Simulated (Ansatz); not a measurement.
# Sr (fcc type): the cost of one run

Method: DFT, PBE, all-electron LAPW, scalar-relativistic, in Ansatz 0.2.0.

**1. The starting structure**

Symmetry: Fm-3m, No. 225, cubic system. Conventional cell: a = 4.741 Å, b = 4.741 Å, c = 4.741 Å, α = 90.00°, β = 90.00°, γ = 90.00°. Sr (site symmetry m-3m) is surrounded by 12 Sr at 3.35 Å.

Structure file:

```cif
data_structure
_symmetry_space_group_name_H-M 'Fm-3m'
_symmetry_Int_Tables_number 225
_cell_length_a 4.7406
_cell_length_b 4.7406
_cell_length_c 4.7406
_cell_angle_alpha 90.000
_cell_angle_beta 90.000
_cell_angle_gamma 90.000
_cell_volume 106.54
loop_
_atom_site_label
_atom_site_type_symbol
_atom_site_symmetry_multiplicity
_atom_site_Wyckoff_symbol
_atom_site_fract_x
_atom_site_fract_y
_atom_site_fract_z
_atom_site_occupancy
Sr1 Sr 4 a 0.00000 0.00000 0.00000 1
```

The file gives the conventional cell by its symmetry; the runs use the cell typed in the input.

**2. Fcc relaxed under pressure, LAPW**

Contents of input.yaml:

```yaml
crystal:
  lattice:
    - [0.0, 2.3703020654, 2.3703020654]
    - [2.3703020654, 0.0, 2.3703020654]
    - [2.3703020654, 2.3703020654, 0.0]
  atoms:
    - { symbol: Sr, position: [0.0, 0.0, 0.0] }
kpoints:
  mp_grid: { grid: [14, 14, 14] }
scf:
  occupations: { method: fermi_dirac, width: 0.08 }
hamiltonian:
  xc: pbe
  pseudopotentials: { kind: all_electron, lapw: { basis_error: 0.0005 } }
output:
  forces: true
  stress: true
  eigenvalues: true
relax:
  f_tol: 0.005
  max_steps: 12
  cell: { p_target: 24.0, stress_tol: 0.03 }
```

Run with:

```sh
$ ansatz run input.yaml --threads 2 --pin off --max-ram 5120MiB --backend cpu --events-out ev --progress --plain --runs-dir out
```

**Question.** How long does this run take on 2 threads of Arm Neoverse V2, shared host, and how much memory does it need?

About 4.3 s, with a peak of 0.28 GiB.
